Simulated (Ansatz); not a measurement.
# AlNi: the cost of one run

Computed with Ansatz 0.2.0 (DFT PBEsol, scalar-relativistic, plane waves, PAW, unless a step's input says otherwise).

## (1) The structure to begin with

It takes space group Cmmm (No. 65, orthorhombic). Conventional cell: a = 3.877 Å, b = 3.906 Å, c = 3.099 Å, α = 90.00°, β = 90.00°, γ = 90.00°. Around Al (site symmetry mmm) lie 8 Ni at 2.48 to 2.49 Å and 4 Al at 2.75 Å. Ni (site symmetry mmm) is surrounded by 8 Al at 2.48 to 2.49 Å and 4 Ni at 2.75 Å.

As a file:

```
CELL_PARAMETERS angstrom
1.93869 -1.95319 0.00000
1.93869 1.95319 0.00000
0.00000 0.00000 3.09943
ATOMIC_POSITIONS crystal
Al 0.00000 0.00000 0.00000
Ni 0.50000 0.50000 0.50000
```

The structure comes from the Materials Project (structure only).

## (2) Quick check of gap, pressure and forces

Input file input.yaml:

```yaml
crystal:
  lattice:
    - [1.938694, -1.95319015, 0.0]
    - [1.938694, 1.95319015, 0.0]
    - [0.0, 0.0, 3.0994300413]
  atoms:
    - { symbol: Al, position: [0.0, 0.0, 0.0] }
    - { symbol: Ni, position: [0.5, 0.5, 0.5], spin: 2.0 }
basis:
  ecutwfc: 420
kpoints:
  mp_grid: { grid: [6, 6, 6] }
hamiltonian:
  xc: pbesol
scf:
  occupations: { method: gaussian, width: 0.1 }
  lower_state_search: "off"
output:
  forces: true
  stress: true
  eigenvalues: true
  populations: true
magnetization:
  spin_polarized: true
```

Started as:

```bash
> ansatz run input.yaml --threads 1 --pin off --max-ram 1228MiB --backend cpu --events-out ev --progress --plain --runs-dir out
```

**Question.** How long does this run take on 1 thread of an Arm CPU, shared host, and how much memory does it need?

About 8.1 s, with a peak of 0.28 GiB.
